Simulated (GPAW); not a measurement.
Ca, 1 atom in the cell. It takes space group Fmmm (No. 69, orthorhombic). The conventional cell has a = 4.480 Å, b = 6.304 Å, c = 6.367 Å, α = 90.00°, β = 90.00°, γ = 90.00°. Ca (site symmetry mmm) has 8 Ca at 3.87 to 3.89 Å as nearest neighbours. This isn't the form of Ca at room conditions, which is fcc. The cell isn't the ideal one: strain = -0.01.

- Program: GPAW 26.7.0
- Task: single point
- Functional: PBE
- Potentials or basis: GPAW PAW data sets (gpaw-data 1.2.1)
- Cutoff: 600 eV
- Basis: pw
- k mesh: 8 × 8 × 8
- Occupations: fermi-dirac, width 0.05 eV
- Spin: no spin polarisation
- Maxiter: 150

Potentials or basis: GPAW PAW data sets (gpaw-data 1.2.1), pw.

Run with:

```sh
$ OMP_NUM_THREADS=1 python run.py
```

Hardware: 1 thread of AMD EPYC 7R43 64-Core Processor (Zen 3) (shared host).

How long does it take, and how much memory?

Run time: 26 s on 1 thread of AMD EPYC 7R43 64-Core Processor (Zen 3) (shared host), peak memory 0.18 GiB. Counts: scf iterations 11, plane waves 1517, bands 12, k points 95.
